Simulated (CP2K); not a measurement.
Crystal: LiCl.

```xyz
2
Lattice="3.6271 0.0000 0.0000 1.8136 3.1412 0.0000 1.8136 1.0471 2.9615" Properties=species:S:1:pos:R:3 pbc="T T T"
Cl    3.6271    2.0941    1.4808
Li    0.0000    0.0000    0.0000
```

Program: CP2K 2026.2. Alike in all runs: no spin polarisation; cell as given; k mesh 9 × 9 × 9.

Task: Order these runs on this cell by their pressure, lowest first.
A. level LDA; potentials or basis GTH_POTENTIALS Cl GTH-PADE-q7, Li GTH-PADE-q3; TZVP-MOLOPT-PBE-GTH basis; smearing gaussian 0.1 eV; EPS_DEFAULT 1.0E-10; NGRIDS 4; CUTOFF of the grids 450 Ry
B. level OLYP; potentials or basis POTENTIAL_UZH Cl GTH-PBE-q7, Li GTH-PBE-q3; TZVP-MOLOPT-PBE-GTH basis; smearing fermi-dirac 0.05 eV; EPS_DEFAULT 1.0E-9; NGRIDS 5; CUTOFF of the grids 675 Ry; points a segment of the path (NPOINTS) 6; bands added on the path 2
C. level r2SCAN; potentials or basis POTENTIAL_UZH Cl GTH-PBE-q7, Li GTH-PBE-q3; TZVP-MOLOPT-PBE-GTH basis; smearing fermi-dirac 0.05 eV; EPS_DEFAULT 1.0E-9; NGRIDS 5; CUTOFF of the grids 675 Ry; points a segment of the path (NPOINTS) 6; bands added on the path 2

Result: A (-3.0 GPa), C (-0.3 GPa), B (3.3 GPa).

Caveats: the basis of atomic orbitals isn't converged, which shifts pressures, moduli and gaps; the potentials were made for another functional, which shifts forces and pressure (some runs).

Not every run made on this cell is shown here.
